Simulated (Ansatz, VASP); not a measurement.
**Two plane-wave programs on In**

```
In
1.0
     3.28545    0.00000    0.00000
    -1.64273    2.84529    0.00000
     0.00000    0.00000    5.34387
In
2
Direct
  0.33333 0.66667 0.25000
  0.66667 0.33333 0.75000
```

Change from the starting cell: strain -0.015 along x and y, -0.030 along z, atoms carried along.

Alike in both runs: task single point; functional PBE; dispersion D3(BJ); k mesh 18 × 18 × 10; occupations gaussian, width 0.15 eV; no spin polarisation.

|  | VASP | Ansatz |
| --- | --- | --- |
| version | VASP 6.6.1 | Ansatz 0.2.0 |
| potentials or method | VASP PAW PBE potentials, release 64 (In_d) | scalar-relativistic, plane waves, PAW |
| plane-wave cutoff (eV) | 520 | 420 |
| valence electrons in the cell | 26 | 26 |

|  | VASP | Ansatz | Ansatz less VASP |
| --- | --- | --- | --- |
| gap on the k mesh at the Fermi level (eV) | none | none | - |
| pressure (GPa) | 2.2 | 2.3 | +0.05 |

A gap of «none» marks a metal or a gap that the smearing closes.

Caveats: pairwise dispersion overbinds metals, which lowers pressure and volume.
